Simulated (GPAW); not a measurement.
**BaS (Fm-3m): dielectric function**

What do local fields and a kernel do to the response of BaS (Fm-3m)?

Calculated with GPAW 26.7.0; PBE and many-body steps on it, plane waves.

This is a report of a sequence of runs, with most program output left out.

## 1. Set-up

The structure is cubic, space group Fm-3m (No. 225). Conventional cell: a = 6.388 Å, b = 6.388 Å, c = 6.388 Å, α = 90.00°, β = 90.00°, γ = 90.00°. Ba has 6 S at 3.19 Å nearest. S has 6 Ba at 3.19 Å nearest. Farther neighbours and most contacts between anions are not listed.

Structure file:

```cif
data_structure
_symmetry_space_group_name_H-M 'P 1'
_symmetry_Int_Tables_number 1
_cell_length_a 4.5166
_cell_length_b 4.5166
_cell_length_c 4.5166
_cell_angle_alpha 60.000
_cell_angle_beta 60.000
_cell_angle_gamma 60.000
_cell_volume 65.15
loop_
_atom_site_label
_atom_site_type_symbol
_atom_site_fract_x
_atom_site_fract_y
_atom_site_fract_z
_atom_site_occupancy
Ba1 Ba 0.00000 0.00000 0.00000 1
S2 S 0.50000 0.50000 0.50000 1
```

The cell and positions come from the Crystallography Open Database and are kept as given unless a step says otherwise. Spin-orbit coupling is left out unless a step names it.

## 2. Empty states on the mesh, 8×8×8 mesh, 86 bands

This step: GPAW 26.7.0; DFT, PBE, plane waves, PAW.

The sums over transitions need many empty states on a uniform mesh; this step solves for them.

run.py

```python
import json
import numpy as np
from gpaw.mpi import world
from gpaw import GPAW

calc = GPAW('gs.gpw').fixed_density(kpts={'size': (8, 8, 8), 'gamma': True},
    nbands=100,
    convergence={'bands': 86},
    txt='nscf.txt')
calc.write('full.gpw', mode='all')
res = {}
kpts = calc.get_ibz_k_points()
res['kpts'] = kpts
res['eigenvalues'] = [calc.get_eigenvalues(kpt=k) for k in range(len(kpts))]
res['n_electrons'] = calc.get_number_of_electrons()

if world.rank == 0:
    with open('result.json', 'w') as f:
        json.dump(res, f, default=lambda x: x.tolist())
```

Launch:

```
mpirun -n 4 gpaw python run.py
```

Run time: 29 s. Hardware: 4 MPI ranks of Arm Neoverse V2, shared host; peak memory 0.84 GiB; 1.9 min of CPU time.

This step gave:

```
gap                                                           : 2.132 eV
k of the valence top                                          : 0, 0, 0
k of the conduction bottom                                    : 0.5, 0.5, 0
least direct gap                                              : 2.262 eV
k points computed                                             : 29
lowest point of the top converged band, above the valence top : 57.2771 eV
```

On this mesh the gap is 2.132 eV.

## 3. RPA response

The response function is computed on a frequency grid, with local fields up to the given cutoff.

This step: linear response, RPA, on PBE, plane waves, PAW.

run.py

```python
import json
import numpy as np
from gpaw.mpi import world
from gpaw.response.df import DielectricFunction

df = DielectricFunction('full.gpw',
    ecut=50,
    nbands=86,
    eta=0.2,
    frequencies={'type': 'nonlinear', 'domega0': 0.05, 'omega2': 10.0},
    intraband=False,
    txt='df.txt')
res = {'optical': {}, 'eels': []}
for d in 'x':
    y0, y = df.get_dielectric_function(direction=d, xc='RPA', filename=None)
    res['optical'][d] = [y0.real, y0.imag, y.real, y.imag]
res['w'] = df.get_frequencies()
for q_c in [[0.125, 0, 0], [0.25, 0, 0], [0.5, 0, 0], [0.75, 0, 0], [1.25, 0, 0]]:
    res['eels'].append(df.get_eels_spectrum(q_c=q_c, xc='RPA', filename=None))

if world.rank == 0:
    with open('result.json', 'w') as f:
        json.dump(res, f, default=lambda x: x.tolist())
```

Launch:

```
mpirun -n 4 gpaw python run.py
```

Wall time 24 s (4 MPI ranks); peak memory 1.3 GiB; 97 s of CPU time.

This step gave:

| Quantity | Value |
| --- | --- |
| ε at zero frequency | 4.505 |
| the same without local fields | 5.289 |

The static value is 4.50.

The ε₂ has structure finer than the step of the table below, so its rows give means over 2 eV, whole bins alone (the curve runs from 0 to 39.8 eV). Peaks (eV: height): xx, no local fields 5.8: 7.28, 17.8: 2.58; xx, local fields 6.8: 6.22, 19.2: 1.45.

RPA, broadening 0.2 eV. The ε₂ by photon energy; means over each step:

```csv
photon energy (eV),"xx, no local fields","xx, local fields"
2,0.713,0.528
4,3.24,2.49
6,6.39,5.22
8,3.73,3.55
10,1.54,1.32
12,1.14,0.755
14,1.62,0.913
16,1.80,1.23
18,2.10,1.16
20,0.846,1.07
22,0.420,0.737
24,0.242,0.557
26,0.140,0.391
28,0.140,0.265
30,0.0956,0.273
32,0.0611,0.173
34,0.0561,0.131
36,0.0474,0.136
38,0.0292,0.0900
```

Optical limit, local fields. The loss function, xx by energy loss; read off at these points:

```csv
energy loss (eV),"loss function, xx"
0.0,0
1.0,0.00279
2.0,0.0108
3.0,0.0487
4.0,0.0652
5.0,0.0954
6.0,0.141
7.0,0.171
8.0,0.262
9.0,0.564
10.0,0.787
10.6,1.00
11.0,0.812
11.4,0.995
12.0,0.967
13.0,0.482
14.0,0.324
15.0,0.429
16.0,0.558
17.0,0.569
18.0,0.573
19.0,0.576
20.0,0.947
21.0,0.990
22.0,1.20
23.0,1.10
24.0,1.33
24.2,1.34
25.0,1.22
26.0,1.28
26.2,1.32
27.0,0.989
28.0,0.708
29.0,0.678
30.0,0.682
30.4,0.785
31.0,0.650
32.0,0.447
33.0,0.345
34.0,0.302
35.0,0.260
36.0,0.324
37.0,0.210
38.0,0.179
39.0,0.159
```

The -Im 1/eps(q) has structure finer than the step of the table below, so its rows give means over 2.5 eV, whole bins alone (the curve runs from 0 to 39.8 eV). Peaks (eV: height): q = 0.213 1/A 12.00: 0.935, 24.20: 1.34; q = 0.426 1/A 11.40: 0.864, 24.20: 1.27; q = 0.852 1/A 11.00: 0.607, 23.80: 1.08; q = 1.278 1/A 10.80: 0.279, 25.80: 0.840; q = 2.130 1/A 7.20: 0.0927, 26.40: 0.414, 33.80: 0.461, 36.00: 0.446.

RPA, local fields; q along the first reciprocal vector. -Im 1/eps(q) against energy loss; means over each step:

```csv
energy loss (eV),q = 0.213 1/A,q = 0.426 1/A,q = 0.852 1/A,q = 1.278 1/A,q = 2.130 1/A
2.5,0.0265,0.0188,0.00713,0.00810,0.00448
5.0,0.0923,0.0847,0.0736,0.0613,0.0344
7.5,0.238,0.245,0.211,0.139,0.0749
10.0,0.716,0.638,0.412,0.205,0.0449
12.5,0.668,0.612,0.414,0.232,0.0861
15.0,0.449,0.467,0.478,0.346,0.122
17.5,0.603,0.630,0.676,0.543,0.198
20.0,0.828,0.798,0.707,0.591,0.256
22.5,1.12,1.09,0.939,0.736,0.305
25.0,1.26,1.21,1.00,0.788,0.365
27.5,0.872,0.854,0.821,0.698,0.376
30.0,0.685,0.693,0.707,0.704,0.397
32.5,0.410,0.434,0.493,0.550,0.422
35.0,0.286,0.296,0.340,0.422,0.409
37.5,0.202,0.214,0.256,0.332,0.409
```

## 4. ALDA response

This step: linear response, ALDA, on PBE, plane waves, PAW.

run.py: that of step 3 with these lines changed.

```diff
@@ -14,7 +14,7 @@
 for d in 'x':
-    y0, y = df.get_dielectric_function(direction=d, xc='RPA', filename=None)
+    y0, y = df.get_dielectric_function(direction=d, xc='ALDA', filename=None)
     res['optical'][d] = [y0.real, y0.imag, y.real, y.imag]
 res['w'] = df.get_frequencies()
-for q_c in [[0.125, 0, 0], [0.25, 0, 0], [0.5, 0, 0], [0.75, 0, 0], [1.25, 0, 0]]:
-    res['eels'].append(df.get_eels_spectrum(q_c=q_c, xc='RPA', filename=None))
+for q_c in [[0.5, 0, 0]]:
+    res['eels'].append(df.get_eels_spectrum(q_c=q_c, xc='ALDA', filename=None))
```

Launch:

```
mpirun -n 4 gpaw python run.py
```

Elapsed: 8.7 s, on 4 MPI ranks; peak memory 1.3 GiB.

This step gave:

```yaml
eps_at_zero_frequency: 4.757
the_same_without_local_fields: 5.289
```

The static value is 4.76.

The ε₂ has structure finer than the step of the table below, so its rows give means over 2 eV, whole bins alone (the curve runs from 0 to 39.8 eV). Peaks (eV: height): xx, no local fields 5.8: 7.28, 17.8: 2.58; xx, local fields 5.8: 6.49, 15.0: 1.48.

ALDA, broadening 0.2 eV. ε₂ against photon energy; means over each step:

```csv
photon energy (eV),"xx, no local fields","xx, local fields"
2,0.713,0.601
4,3.24,2.85
6,6.39,5.67
8,3.73,3.39
10,1.54,1.29
12,1.14,0.817
14,1.62,1.08
16,1.80,1.32
18,2.10,1.24
20,0.846,1.11
22,0.420,0.767
24,0.242,0.519
26,0.140,0.339
28,0.140,0.245
30,0.0956,0.235
32,0.0611,0.139
34,0.0561,0.110
36,0.0474,0.114
38,0.0292,0.0728
```

## 5. RPA response, local-field cutoff (8×8×8 mesh, 86 bands, screening to 5 eV, broadening 0.2 eV)

This step: linear response, RPA, on PBE, plane waves, PAW.

run.py: that of step 4 with these lines changed.

```diff
@@ -6,3 +6,3 @@
 df = DielectricFunction('full.gpw',
-    ecut=50,
+    ecut=5,
     nbands=86,
@@ -14,3 +14,3 @@
 for d in 'x':
-    y0, y = df.get_dielectric_function(direction=d, xc='ALDA', filename=None)
+    y0, y = df.get_dielectric_function(direction=d, xc='RPA', filename=None)
     res['optical'][d] = [y0.real, y0.imag, y.real, y.imag]
@@ -18,3 +18,3 @@
 for q_c in [[0.5, 0, 0]]:
-    res['eels'].append(df.get_eels_spectrum(q_c=q_c, xc='ALDA', filename=None))
+    res['eels'].append(df.get_eels_spectrum(q_c=q_c, xc='RPA', filename=None))
```

Launch:

```
mpirun -n 4 gpaw python run.py
```

Wall time 7.1 s (4 MPI ranks); peak memory 1.1 GiB; 28 s of CPU time.

This step gave:

- ε at zero frequency: 5.289
- the same without local fields: 5.289

The static value is 5.29.

## 6. RPA response, fewer bands (8×8×8 mesh, 10 bands, screening to 50 eV, broadening 0.2 eV)

run.py: that of step 5 with these lines changed.

```diff
@@ -6,4 +6,4 @@
 df = DielectricFunction('full.gpw',
-    ecut=5,
-    nbands=86,
+    ecut=50,
+    nbands=10,
     eta=0.2,
@@ -17,3 +17,3 @@
 res['w'] = df.get_frequencies()
-for q_c in [[0.5, 0, 0]]:
+for q_c in []:
     res['eels'].append(df.get_eels_spectrum(q_c=q_c, xc='RPA', filename=None))
```

Launch:

```
mpirun -n 4 gpaw python run.py
```

Elapsed: 3.1 s, on 4 MPI ranks; peak memory 0.76 GiB; 12 s of CPU time.

Numbers from this step:

```yaml
eps_at_zero_frequency: 2.938
the_same_without_local_fields: 3.115
```

## 7. RPA response, scissors (8×8×8 mesh, 86 bands, screening to 50 eV, broadening 0.2 eV)

run.py: that of step 6 with these lines changed.

```diff
@@ -7,3 +7,3 @@
     ecut=50,
-    nbands=10,
+    nbands=86,
     eta=0.2,
@@ -11,2 +11,3 @@
     intraband=False,
+    eshift=0.5,
     txt='df.txt')
```

Launch:

```
mpirun -n 4 gpaw python run.py
```

Elapsed: 6.2 s, on 4 MPI ranks; peak memory 1.3 GiB; 24 s of CPU time.

Numbers from this step:

```
ε at zero frequency           : 4.246
the same without local fields : 4.946
```

The static value is 4.25.

## 8. RPA response, tetrahedron integration (8×8×8 mesh, 86 bands, screening to 50 eV, broadening 0.2 eV)

run.py: that of step 7 with these lines changed.

```diff
@@ -11,3 +11,3 @@
     intraband=False,
-    eshift=0.5,
+    integrationmode='tetrahedron integration',
     txt='df.txt')
```

Launch:

```
mpirun -n 4 gpaw python run.py
```

The job ended after 6.8 s (4 MPI ranks; peak memory 1.3 GiB; 27 s of CPU time).

This step gave:

```
ε at zero frequency           : 4.499
the same without local fields : 5.273
```

The static value is 4.50.

RPA, broadening 0.2 eV. The ε₂ by photon energy; read off at these points:

```csv
photon energy (eV),"xx, no local fields","xx, local fields"
0.0,0,0
1.0,0.0693,0.0533
2.0,0.259,0.196
3.0,1.93,1.41
4.0,3.25,2.45
5.0,4.84,3.79
6.0,7.40,5.93
6.2,7.51,6.18
7.0,6.23,5.65
8.0,3.32,3.17
9.0,2.12,2.07
10.0,1.42,1.31
11.0,1.57,1.08
12.0,1.07,0.700
13.0,1.25,0.603
14.0,1.65,0.877
15.0,1.69,1.31
16.0,1.65,1.21
17.0,2.24,1.19
17.8,2.62,1.09
18.0,2.37,1.11
19.0,1.30,1.31
20.0,0.879,0.996
21.0,0.570,0.895
22.0,0.407,0.748
23.0,0.324,0.672
24.0,0.243,0.524
25.0,0.184,0.486
26.0,0.125,0.397
27.0,0.129,0.273
28.0,0.142,0.270
29.0,0.130,0.251
30.0,0.100,0.316
31.0,0.0627,0.207
32.0,0.0691,0.176
33.0,0.0546,0.138
34.0,0.0538,0.130
35.0,0.0618,0.138
36.0,0.0471,0.144
37.0,0.0297,0.100
38.0,0.0294,0.0905
39.0,0.0258,0.0772
```

## 9. RPA response, unknown integration mode (8×8×8 mesh, 86 bands, screening to 30 eV, broadening 0.2 eV)

run.py: that of step 8 with these lines changed.

```diff
@@ -6,3 +6,3 @@
 df = DielectricFunction('full.gpw',
-    ecut=50,
+    ecut=30,
     nbands=86,
@@ -11,3 +11,3 @@
     intraband=False,
-    integrationmode='tetrahedron integration',
+    integrationmode='gaussian',
     txt='df.txt')
```

Launch:

```
mpirun -n 4 gpaw python run.py
```

Wall time 12 s (4 MPI ranks); peak memory 0.66 GiB.

The run stopped with an error after 12 s.

The program's words: ValueError: Integration mode "gaussian" not implemented.

The fault put into this input: unknown integration mode.

## 10. The runs together

Times are wall times on 4 MPI ranks of Arm Neoverse V2, shared host, good to a factor of about two.

```csv
run,ε(0),without local fields,time
RPA response,4.50,5.29,24 s
ALDA response,4.76,5.29,8.7 s
"RPA response, local-field cutoff (8×8×8 mesh, 86 bands, screening to 5 eV, broadening 0.2 eV)",5.29,5.29,7.1 s
"RPA response, fewer bands (8×8×8 mesh, 10 bands, screening to 50 eV, broadening 0.2 eV)",2.94,3.11,3.1 s
"RPA response, scissors (8×8×8 mesh, 86 bands, screening to 50 eV, broadening 0.2 eV)",4.25,4.95,6.2 s
"RPA response, tetrahedron integration (8×8×8 mesh, 86 bands, screening to 50 eV, broadening 0.2 eV)",4.50,5.27,6.8 s
```

## 11. Summary of results

```
RPA response                                                                                        : ε(0) 4.50
ALDA response                                                                                       : ε(0) 4.76
RPA response, local-field cutoff (8×8×8 mesh, 86 bands, screening to 5 eV, broadening 0.2 eV)       : ε(0) 5.29
RPA response, fewer bands (8×8×8 mesh, 10 bands, screening to 50 eV, broadening 0.2 eV)             : ε(0) 2.94
RPA response, scissors (8×8×8 mesh, 86 bands, screening to 50 eV, broadening 0.2 eV)                : ε(0) 4.25
RPA response, tetrahedron integration (8×8×8 mesh, 86 bands, screening to 50 eV, broadening 0.2 eV) : ε(0) 4.50
```

**Reading.** In the optical limit the electronic ε(0) is 4.50, against 5.29 without local fields. ALDA response: ε(0) = 4.76. RPA response, local-field cutoff (8×8×8 mesh, 86 bands, screening to 5 eV, broadening 0.2 eV): ε(0) = 5.29. RPA response, fewer bands (8×8×8 mesh, 10 bands, screening to 50 eV, broadening 0.2 eV): ε(0) = 2.94. RPA response, scissors (8×8×8 mesh, 86 bands, screening to 50 eV, broadening 0.2 eV): ε(0) = 4.25. RPA response, tetrahedron integration (8×8×8 mesh, 86 bands, screening to 50 eV, broadening 0.2 eV): ε(0) = 4.50. ε(0) converges slowly with a Γ-centred mesh, and this one is not shown settled. Unless a shift is named, the levels are those of the density functional, and only a kernel with a long-range part can bind an exciton.

[Paths, hosts, dates, memory and timing lines, banners, echoed tables and standing remarks are left out of the program output.]

[Logs are printed without paths, hosts, clocks, repeated set-up lines and the standing remarks that a program may print on its own settings, such as how far it seeks lower states.]

[Runs of the session that timed out or met a known fault of the program may be left out.]

[Hosts, paths, dates, database ids (printed as entryN), source tags and the programs' standing remarks are cut or masked in the printed files.]
